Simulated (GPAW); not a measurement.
Input of a GPAW 26.7.0 run:

Contents of run.py:

```python
from ase.dft.bandgap import bandgap
from ase.io import read, write
from ase.units import GPa
from gpaw import GPAW, PW

atoms = read('GaN.xyz')

calc = GPAW(mode=PW(600),
            xc='PBE',
            kpts={'size': (8, 8, 4), 'gamma': True},
            occupations={'name': 'fermi-dirac', 'width': 0.05},
            nbands=18,
            maxiter=120,
            txt='gpaw.txt')
atoms.calc = calc
energy = atoms.get_potential_energy()
forces = atoms.get_forces()
stress = atoms.get_stress()
calc.write('gs.gpw')
write('result.traj', atoms)
print(f'Energy: {energy:.6f} eV')
print('Forces (eV/A):')
print(forces.round(4))
print('Stress (GPa):', (stress / GPa).round(3))
print('Fermi level:', round(calc.get_fermi_level(), 4), 'eV')
print(f'Gap: {bandgap(calc)[0]:.4f} eV, direct: {bandgap(calc, direct=True)[0]:.4f} eV')
```

GaN.xyz

```xyz
4
Lattice="3.1800000000 0.0000000000 0.0000000000 -1.5900000000 2.7539607840 0.0000000000 0.0000000000 0.0000000000 5.1660000000" Properties=species:S:1:pos:R:3 pbc="T T T"
Ga     1.5900000002      0.9179869279      2.5830000000
Ga    -0.0000000002      1.8359738561      0.0000000000
N      1.5900000002      0.9179869279      4.5202500000
N     -0.0000000002      1.8359738561      1.9372500000
```

Potentials or basis: GPAW PAW data sets (gpaw-data 1.2.1), pw.

Launch:

```sh
$ OMP_NUM_THREADS=1 python run.py
```

Problem. Predict the band gap on the k mesh.

Solution. 2.05 eV, direct.

Problem. Estimate the pressure.

Solution. 9.7 GPa.

Problem. Estimate the largest force.

Solution. 0.181 eV/Å.

Stress tensor (GPa, compression positive):
```
 8.97  0.00  0.00
 0.00  8.97  0.00
 0.00  0.00 11.21
```

Caveat: the cutoff is short for stress and forces, so pressures can be off by a GPa or more.

**The experiment to reproduce.**

“Studying electronic properties in GaN without electrical contacts using γ-γ vs e−-γ Perturbed Angular Correlations”, 2019, pmc:6823545 quotes, for a bulk crystal of GaN: band gap 3.503 ± 0.005 eV (direct).

Measured gap of GaN: 3.503 eV (direct; quoted in “Studying electronic properties in GaN without electrical contacts using γ-γ vs e−-γ Perturbed Angular Correlations”, 2019, pmc:6823545). This calculation gives 2.05 eV (-1.45 eV). Spin-orbit coupling on Ga is left out. The value is that of PBE, without temperature or zero-point motion. Semilocal functionals fall short of measured gaps as a rule.
